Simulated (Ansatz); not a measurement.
# CdSe, space group F-43m: cell relaxations under several functionals

Run with the Ansatz DFT code, driven from Python.

Contents of `cdse.xyz`:
```text
2
Lattice="0.0 3.0702712 3.0702712 3.0702712 0.0 3.0702712 3.0702712 3.0702712 0.0" Properties=species:S:1:pos:R:3 pbc="T T T"
Cd    0.00000000    0.00000000    0.00000000
Se    4.60540680    4.60540680    4.60540680
```

`lattice_cdse.py`
```python
"""Relaxed cell of CdSe under several functionals."""

import ansatz as az
import numpy as np

def edges_and_angles(cell):
    cell = np.asarray(cell)
    a, b, c = np.linalg.norm(cell, axis=1)
    cosines = cell[1] @ cell[2] / (b * c), cell[0] @ cell[2] / (a * c), cell[0] @ cell[1] / (a * b)
    return (a, b, c, *np.degrees(np.arccos(cosines)))


def main() -> None:
    system = az.Crystal.from_extxyz("cdse.xyz")

    setup = (
        system.calculation()
        .basis(550)  # a bare number is in eV
        .kpoints(6)  # sampling of the Brillouin zone
        .occupations(az.OccupationsMethod.FIXED)  # no smearing
        .scf(tolerance=1e-09)
        .relax(cell=True)  # relax until the tolerances are met
    )

    levels = [("pbe", "none"), ("r2scan", "none"), ("pbesol", "none")]
    print("level            a       b       c    alpha   beta  gamma  V/atom  steps")
    for name, dispersion in levels:
        seen = []
        run = setup.functional(name, dispersion=dispersion).session().plan()
        result = run.execute(on_event=lambda e: seen.append(e) if e["event"] == "relax_step" else None)
        cell = result.lattice.cell_ang
        label = name if dispersion == "none" else f"{name}+{dispersion}"
        print("{:13s} {:7.4f} {:7.4f} {:7.4f} {:6.2f} {:6.2f} {:6.2f}".format(label, *edges_and_angles(cell)), f"{abs(np.linalg.det(cell)) / len(result.lattice.sites):7.3f} {len(seen):5d}")


if __name__ == "__main__":
    main()
```

```console
$ python lattice_cdse.py
level            a       b       c    alpha   beta  gamma  V/atom  steps
DeckWarning: relax.cell: scf.convergence.dr2_threshold = 1e-9 eV is looser than the 2e-10 eV advised for a relaxation that steers and ends on the stress (1e-10 eV for each atom of the cell: 2). What an SCF threshold leaves in a stress goes as its square root, and in the free energy as the threshold itself, and one [...]
pbe            4.3819  4.3819  4.3819  60.00  60.00  60.00  29.747     4
r2scan         4.3373  4.3373  4.3373  60.00  60.00  60.00  28.849     4
pbesol         4.3014  4.3014  4.3014  60.00  60.00  60.00  28.137     4
```
(Warnings from the package without file and line, shortened.)

From smallest to largest: PBEsol (28.14 Å³ an atom, -2.8 % against the start), r2SCAN (28.85 Å³ an atom, -0.3 % against the start) and PBE (29.75 Å³ an atom, +2.8 % against the start). The spread is 5.7 % in volume.

Forces vanish by symmetry, so the ions can't move, and the end may be a saddle. Edges and angles are those of the cell as typed, here a primitive one, not of the conventional cell. This cell is a computed structure, which may not be the phase found in nature. Timing: 54 s on 1 thread of Intel(R) Xeon(R) Processor @ 2.30GHz, with other jobs on the host, peak memory 0.76 GiB.

(A comment or docstring line of the script was reworded after the run, the code is as it ran.)
